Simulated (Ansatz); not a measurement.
`C=C[Si](O)(Cl)OC` + `CC(=O)O` → `C=COC(C)=O` + `CO[SiH](O)Cl`  (substitution at a C–Si bond)

Isolated molecules relaxed with PBE0-D4/def2-TZVP in Ansatz; ΔE leaves out vibrations. CCSD(T)/CBS adds triple-zeta CCSD(T) − MP2 to the extrapolated MP2 energy (def2 sets, frozen cores). Functionals use def2-TZVPP. Each species was taken in one conformer, which may not be the lowest.

```tsv
level	ΔE (eV)
B2PLYP	0.72
MP2/def2-TZVPP	0.84
MP2/def2-QZVPP	0.85
HF/CBS(def2)	0.68
```

What does CCSD(T)/CBS give? (Best estimate.)

Ansatz gave: +0.81 eV. The listed levels differ from it by -0.09, 0.03, 0.04, -0.13 eV.

Largest T1 diagnostic among the species: 0.015.

From PBE to PBE0 (25 % exact exchange), in def2-TZVPP and without D4, ΔE moves by +0.05 eV. In def2-TZVPP, CCSD(T) changes the Hartree–Fock value by +0.10 eV (the triples alone add +0.00 eV) and MP2 by +0.15 eV. The D4 term adds +0.09 eV with B3LYP and +0.05 eV with PBE0; it sums over pairs of atoms, weighted by their polarisabilities, and B3LYP, whose exchange is more repulsive, gets the larger term.

B3LYP here is the variant with VWN-RPA as its local correlation; programs differ in this.

CCSD(T)/CBS has its own doubt, a few kJ/mol and more with outer-core shells, so smaller differences from it don't rank the levels.
